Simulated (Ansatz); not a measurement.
# GaAs (F-43m) in Ansatz: phonons with LDA

Aim: the phonons of GaAs with LDA.

Program: Ansatz 0.2.0. These are calculated values, not measurements. Logs are shortened: lines on timing, memory, paths and dates and some standing lists are left out, and cuts for length are marked.

**What was measured.**

From “Evidence of valence band perturbations in GaAsN/GaAs(001): A combined variable-angle spectroscopic ellipsometry and modulated photoreflectance investigation”, 2008, arxiv:0805.2212, for a bulk crystal of GaAs at 300 K: band gap 1.412 ± 0.01 eV (direct).

How close the calculation comes is told below.

## Step 1: The structure

The structure is cubic, space group F-43m (No. 216). Conventional cell: a = 5.654 Å, b = 5.654 Å, c = 5.654 Å, α = 90.00°, β = 90.00°, γ = 90.00°. As (site symmetry -43m) has 4 Ga at 2.45 Å as nearest neighbours. Ga (site symmetry -43m) has 4 As at 2.45 Å as nearest neighbours.

## Step 2: Phonons, LDA

Contents of input.yaml:

```yaml
crystal:
  lattice:
    - [0.0, 2.82685, 2.82685]
    - [2.82685, 0.0, 2.82685]
    - [2.82685, 2.82685, 0.0]
  atoms:
    - { symbol: As, position: [0.75, 0.75, 0.75] }
    - { symbol: Ga, position: [0.0, 0.0, 0.0] }
kpoints:
  mp_grid: { grid: [6, 6, 6] }
scf:
  occupations: { method: fermi_dirac, width: 0.05 }
hamiltonian:
  xc: lda
  pseudopotentials: { kind: all_electron, lapw: { basis_error: 0.001 } }
output: {}
phonons:
  method: fd
  supercell: [1, 1, 1]
```

Potentials or basis: all-electron LAPW, scalar-relativistic.

On the command line:

```console
$ ansatz run input.yaml --threads 1 --pin off --max-ram 3072MiB --backend cpu --events-out ev --progress --plain --runs-dir out
```

Output:

```text
Warning: RAYON_NUM_THREADS=1 ignored (pool sized by the plan → 1); use --threads N
LAPW: plane waves up to 9.470 Å⁻¹, error target 1.0e-3 eV per atom; small_component_spin mean_spin; Ga in spheres of 1.196 Å, 21 of its electrons in bands, Dirac shells []; As in spheres of 1.179 Å, 23 of its electrons in bands, Dirac shells [] (how accurate: hamiltonian.pseudopotentials.lapw.basis_error, Limitations)
Engine: ansatz 0.2.0, aarch64-unknown-linux-gnu
Pseudopotentials: kind: all_electron
Pseudopotential: As, LAPW, valence charge 23, lapw/all_electron/scalar/gaussian/As, Koelling and Harmon's equation, gaussian nucleus
Pseudopotential: Ga, LAPW, valence charge 21, lapw/all_electron/scalar/gaussian/Ga, Koelling and Harmon's equation, gaussian nucleus
Functional definition: SPW92
  exchange = slater_x
  correlation = pw_c
Crystal: 2 atoms, lattice volume = 45.179 Å³
Basis set: ecut = 341.6470050180429 eV, 645 PW (Γ), exchange–correlation at level 2
Bands: 27, of which v1, the nominal top of the filled ones, is band 22 counted from 1 (21 counted from 0)
Symmetry: 24 space group operations
k-points: 16 of 216 (time reversal used)
Non-local potential: As, projectors of the file, none
Non-local potential: Ga, projectors of the file, none
Initial density: superposition of atomic densities (chi_scale 0.1, normalization cell, long waves kept (reshape's long-wave potential 0.00 eV rms))
Initial wavefunctions: plane waves of lowest kinetic energy (no species holds an atomic orbital)
Functional: x = slater, c = lda
iter 1 solved again at ethr=1.30e-3 eV; its pass at ethr=1.00e-1 eV (dr2=5.71e-1 eV) is discarded
SCF iter   1: F=—  HF=-114266.328399 eV  |F-HF|=—  |Δ(HF+E_count)|=         —  Δρ=3.10e-2  dr2=5.73e-1  ethr=1.30e-3  ⟨swp⟩=2.0  Hψ=2663  notcnv=0
preconditioner: auto → none  [insulator: Δε(μ)=0.547 eV  Ē_g=15.944 eV  σ=0.050 eV  W_gap=0.99  n_scr=14 (ndim 8)  ℏωp=23.4 eV  f_vac=0.120  D(μ)=0.00/eV (n_scr^D=0)  ε∞_Penn≈3.2]
SCF iter   2: F=—  HF=-114266.140408 eV  |F-HF|=—  |Δ(HF+E_count)|=   1.88e-1  Δρ=1.20e-2  dr2=5.92e-2  ethr=1.30e-3  ⟨swp⟩=2.3  Hψ=1278  notcnv=0
SCF iter   3: F=—  HF=-114266.115761 eV  |F-HF|=—  |Δ(HF+E_count)|=   2.46e-2  Δρ=5.22e-3  dr2=1.09e-2  ethr=1.35e-4  ⟨swp⟩=2.0  Hψ=1270  notcnv=0
iter 4 solved again at ethr=7.11e-7 eV; its pass at ethr=2.47e-5 eV (dr2=3.13e-4 eV) is discarded
SCF iter   4: F=—  HF=-114266.108645 eV  |F-HF|=—  |Δ(HF+E_count)|=         —  Δρ=1.01e-3  dr2=3.11e-4  ethr=7.11e-7  ⟨swp⟩=2.0  Hψ=2078  notcnv=0
the basis was enlarged: its passes take 30.4 KiB over the memory plan, 1 of 1 planned eigensolver slots
SCF iter   5: F=—  HF=-114266.108404 eV  |F-HF|=—  |Δ(HF+E_count)|=   2.40e-4  Δρ=1.98e-4  dr2=1.08e-5  ethr=7.07e-7  ⟨swp⟩=2.0  Hψ=1191  notcnv=0
[... 22 lines left out ...]
SCF iter   2: F=—  HF=-114266.107956 eV  |F-HF|=—  |Δ(HF+E_count)|=   4.94e-5  Δρ=1.80e-4  dr2=1.05e-5  ethr=2.40e-8  ⟨swp⟩=2.0  Hψ=5955  notcnv=0
SCF iter   3: F=—  HF=-114266.107954 eV  |F-HF|=—  |Δ(HF+E_count)|=   1.85e-6  Δρ=4.78e-5  dr2=6.73e-7  ethr=2.39e-8  ⟨swp⟩=2.0  Hψ=3424  notcnv=0
SCF iter   4: F=—  HF=-114266.107954 eV  |F-HF|=—  |Δ(HF+E_count)|=   1.64e-8  Δρ=4.30e-6  dr2=4.79e-9  ethr=1.53e-9  ⟨swp⟩=2.0  Hψ=3424  notcnv=0
SCF iter   5: F=—  HF=-114266.107954 eV  |F-HF|=—  |Δ(HF+E_count)|=  4.07e-10  Δρ=1.33e-6  dr2=7.59e-10  ethr=1.09e-11  ⟨swp⟩=2.9  Hψ=3549  notcnv=0
SCF iter   6: F=-114266.107954 eV  HF=-114266.107954 eV  |F-HF|=0.00e0  |Δ(HF+E_count)|=   2.24e-9  Δρ=3.60e-7  dr2=2.39e-11  ethr=2.95e-12 (applied; sched 1.72e-12)  ⟨swp⟩=2.2  Hψ=3431  notcnv=0
SCF 3 converged in 6 iterations: F = -114266.107954 eV  dr2 = 2.39e-11
SCF converged after 8 iterations
Free energy (F): -114266.108400 eV
Harris-Foulkes:  -114266.108400 eV  (|F-HF|=1.46e-11)
Internal energy: -114266.108044 eV  (E = F + TS)
E sigma→0 (E₀):  -114266.108222 eV
Entropy (-TS):   -0.000356 eV (-0.178 meV/atom)
Fermi energy:    9.225465 eV
--- Per-component energies (eV) ---
  E_band       = -2128.614987
  E_kinetic    = 116630.538207
  E_xc         = -4180.955431
  E_electrostatic = -226715.690820  (all electrons and nuclei)
  E_smearing   = -0.000356  (= −TS)
  E_closure    = 0.000000  (closes the sum)
  E_atoms      = -114256.505973  (free atoms, spherical and without spin; not in F)
  Σ components = -114266.108400   (vs F -114266.108400, Δ=0.00e0)
  Basis errors (estimates in eV, not in F): energy 4.3e-4 per atom: plane waves 4.0e-4 (2.3e-4 summed), levels above the bands 6.1e-78, relativity 5.1e-9, radial functions 3.4e-5, core shells 2.0e-10; eigenvalues (radial functions only) 4.2e-7; not estimated: angular momenta, meshes, grids; target (lapw.basis_error) 1.0e-3; muffin-tin radii Ga 1.196 Å, As 1.179 Å
--- Forces (eV/Å), atoms counted from 1 ---
  atom   1  As    -0.00000000     0.00000000    -0.00000000
  atom   2  Ga     0.00000000    -0.00000000    -0.00000000
  max |Σ_I F_I| component: 6.94e-18 eV/Å
--- Band table (eV; the first three rows and the last of 16) ---
  k-point 0: bands = ["-174.7250", "-133.7169", "-118.6408", "-118.6408", "-118.6408", "-84.9390", "-84.9390", "-84.9390", "-26.2073", "-26.2073", "-26.2073", "-26.1971", "-26.1971", "-5.8385", "-5.8385", "-5.8385", "-5.7606", "-5.7606", "-3.7289", "9.0572", "9.0572", "9.0572", "9.3350", "12.7368", "12.7368", "12.7368", "16.3946"]
  k-point 1: bands = ["-174.7250", "-133.7169", "-118.6408", "-118.6408", "-118.6408", "-84.9390", "-84.9390", "-84.9390", "-26.2072", "-26.2070", "-26.2070", "-26.1970", "-26.1970", "-5.8608", "-5.8326", "-5.8326", "-5.7608", "-5.7608", "-3.4093", "6.2714", "8.6744", "8.6744", "10.5361", "13.2841", "13.2841", "13.6255", "17.7890"]
  k-point 2: bands = ["-174.7250", "-133.7169", "-118.6408", "-118.6408", "-118.6408", "-84.9390", "-84.9390", "-84.9390", "-26.2071", "-26.2066", "-26.2066", "-26.1969", "-26.1969", "-5.9000", "-5.8228", "-5.8228", "-5.7591", "-5.7591", "-2.5844", "3.6166", "8.1272", "8.1272", "10.1156", "13.7048", "13.7048", "16.1430", "17.6244"]
  k-point 15: bands = ["-174.7250", "-133.7169", "-118.6408", "-118.6408", "-118.6408", "-84.9390", "-84.9390", "-84.9390", "-26.2075", "-26.2061", "-26.2055", "-26.1973", "-26.1964", "-5.9401", "-5.8027", "-5.7940", "-5.7753", "-5.7540", "-1.1913", "2.3102", "5.6919", "5.8328", "12.2288", "12.4167", "16.0641", "16.3709", "19.9440"]
--- Phonons: 2 displaced members + reference (amplitude 0.01 Å, Σ member SCF iterations 12) ---
  symmetry images taken by strict's conditions (phonons.symmetry_images: auto; settled by no image being taken that strict refuses)
  ASR residual: 4.570e-4 → 0.000e0 eV/Å²; symmetrization residual: 1.757e-4 eV/Å²
  largest component of a force at the reference: 2.1e-17 eV/Å
  ASR residual per site (eV/Å²): 4.34e-4 4.57e-4
  Γ frequencies (cm⁻¹): 0.00 0.00 0.00 259.13 259.13 259.13
  density of states and harmonic sums: on the 19×19×19 q-mesh, interpolated from the force constants of a 1×1×1 supercell (no non-analytic term)
  largest difference from the sums on the solved wave vectors: F 4.81e-1 eV, S 7.39e-4 and C_V 2.58e-4 eV/K
  zero-point energy: 0.065540 eV/cell   skipped modes (ω ≤ 0): 3   left out of the sums: 7.29e-5 of the cell's modes: C_V's classical limit lies that fraction below 3 k_B per atom; for a crystal, a wire or a layer, F and S can be off by more, and a phonons.interpolated_qmesh denser along its periods is the remedy for the sampling
```

phthermo.tsv:

```text
# format = ansatz-phthermo/1
# interpolated_qmesh = 19 19 19
# force_constants_supercell = 1 1 1
# non_analytic_term = not included (the non-analytic LO-TO correction is not applied to the interpolated dynamical matrix; polar crystals: no LO-TO splitting at GAMMA, and LO and other optical branches, acoustic branches and sound speeds, and with them the density of states and the thermodynamics, can be off between the wave vectors that the force constants were sampled on, most near GAMMA; a larger extent of the force constants narrows that region and is not shown to mend the acoustic slopes)
# zero_point_energy_ev = 6.5539808376e-2
# n_skipped_modes = 3
# share_of_modes_left_out = 7.2896923750e-5
# rigid_motions_known_by = geometry
# t_k	f_vib_ev	s_ev_per_k	c_v_ev_per_k
0.0000	6.5539808376e-2	0.0000000000e0	0.0000000000e0
10.0000	6.5539308237e-2	2.3923630991e-7	8.3234864274e-7
20.0000	6.5528725035e-2	2.3892678886e-6	7.8497917675e-6
30.0000	6.5476494675e-2	9.0254660774e-6	2.9095318461e-5
40.0000	6.5326529635e-2	2.2089634503e-5	6.5600282491e-5
50.0000	6.5013340400e-2	4.1521834381e-5	1.1115547941e-4
[... 93 lines left out ...]
990.0000	-7.2178727507e-1	1.2491311735e-3	5.1396048405e-4
1000.0000	-7.3430445846e-1	1.2542969529e-3	5.1402075403e-4
```

Wall time 47 s (1 thread of Arm Neoverse V2, shared host); peak memory 0.35 GiB.

What came out:

```
Free energy                                             : -114266.1084 eV
Band gap on the k mesh                                  : 0.28 eV, direct
Highest phonon frequency at Γ, LO-TO splitting left out : 259 cm⁻¹
```

Phonon frequencies in cm⁻¹ (negative: imaginary):
```csv
q point,frequencies
"(0.000, 0.000, 0.000)",0 0 0 259 259 259
```

## Step 3: How close it comes

Step 2. Measured gap of GaAs: 1.412 eV (direct; 300 K; “Evidence of valence band perturbations in GaAsN/GaAs(001): A combined variable-angle spectroscopic ellipsometry and modulated photoreflectance investigation”, 2008, arxiv:0805.2212). This calculation gives 0.28 eV (-1.13 eV). So large a miss can be the level of theory's own, or it may mean another phase, state or a wrong row. 3 values of this kind are on record (1.412 to 1.51 eV); this one was drawn at random among those near their median, those with a stated uncertainty first. Spin-orbit coupling on As, Ga is left out. The value is that of LDA, without temperature or zero-point motion. Semilocal functionals fall short of measured gaps as a rule.
